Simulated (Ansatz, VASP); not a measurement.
**Two plane-wave programs on BeTe**

INCAR

```
  PREC = Accurate
  ENCUT = 520
  EDIFF = 1E-7
  ISMEAR = 0
  SIGMA = 0.05
  LREAL = False
  LASPH = True
  NELM = 80
  ALGO = Normal
  ISIF = 2
  LWAVE = False
  LCHARG = False
  GGA = CA
  NBANDS = 11
```

File KPOINTS:

```
Automatic mesh
0
Gamma
  8 8 8
```

Contents of POSCAR:

```
BeTe
1.0
    0.0000000000      2.7700000000      2.8808000000
    2.7700000000      0.0000000000      2.8808000000
    2.7700000000      2.7700000000      0.0000000000
Be Te
1 1
Direct
    0.0000000000      0.0000000000      0.0000000000
    0.7500000000      0.7500000000      0.7500000000
```

Input for Ansatz:

```yaml
crystal:
  lattice:
    - [0.0, 2.77, 2.8808]
    - [2.77, 0.0, 2.8808]
    - [2.77, 2.77, 0.0]
  atoms:
    - { symbol: Be, position: [0.0, 0.0, 0.0] }
    - { symbol: Te, position: [0.75, 0.75, 0.75] }
basis:
  ecutwfc: 420
kpoints:
  mp_grid: { grid: [8, 8, 8] }
hamiltonian:
  xc: lda
scf:
  occupations: { method: gaussian, width: 0.05 }
output:
  forces: true
  stress: true
  eigenvalues: true
```

Change from the starting cell: strain +0.000 along x and y, +0.040 along z, atoms carried along.

Alike in both runs: task single point; functional LDA; k mesh 8 × 8 × 8; occupations gaussian, width 0.05 eV; no spin polarisation.

```csv
,VASP,Ansatz
version,VASP 6.6.1,Ansatz 0.2.0
potentials or method,"VASP PAW LDA potentials, release 64 (Be, Te)","scalar-relativistic, plane waves, PAW"
plane-wave cutoff (eV),520,420
valence electrons in the cell,8,18
```

Ansatz gave:

| Quantity | Value |
| --- | --- |
| gap on the k mesh at the Fermi level (eV) | 1.70 |
| least direct gap on the mesh (eV) | 3.52 |
| pressure (GPa) | -1.9 |
| largest component of the traceless stress (GPa) | 1.72 |

Problem. Which values does VASP return?

Solution. gap on the k mesh at the Fermi level (eV): 1.68; least direct gap on the mesh (eV): 3.48; pressure (GPa): -1.6; largest component of the traceless stress (GPa): 1.72.

The two sets of potentials don't hold the same shells in valence.

Caveats: spin-orbit coupling is left out, which moves the levels of the heavy elements. A k mesh can miss the band edges.
